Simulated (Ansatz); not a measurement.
MgS (Niningerite):

```
CELL_PARAMETERS angstrom
0.00000 2.60165 2.60165
2.60165 0.00000 2.60165
2.60165 2.60165 0.00000
ATOMIC_POSITIONS crystal
S 0.50000 0.50000 0.50000
Mg 0.00000 0.00000 0.00000
```

Base run:

```yaml
Program: Ansatz 0.2.0
Functional: RPBE
Dispersion: D3(BJ)
Potentials_or_basis: Ansatz PAW
Cutoff: 420 eV
Density_cutoff: 1680 eV
k_mesh: 9 × 9 × 9
Occupations: gaussian, width 0.1 eV
Spin: no spin polarisation
```

Its results: band gap on the k mesh 3.07 eV, indirect (least direct gap 3.89 eV); pressure -13.2 GPa.

Q: The run is repeated on the same cell with these changes: functional from RPBE to PBEsol. What comes out?

A: Band gap on the k mesh 2.83 eV, indirect (least direct gap 3.59 eV); pressure -3.7 GPa.

Caveats: the k mesh misses the band edges, so the gap on the mesh is wider than the one along the path; the PAW data sets come from PBE, with cores solved anew for the run's functional, which leaves a small shift of forces and pressure; the potentials were made for another functional, which shifts forces and pressure (some runs).

Not every run made on this cell is shown here.
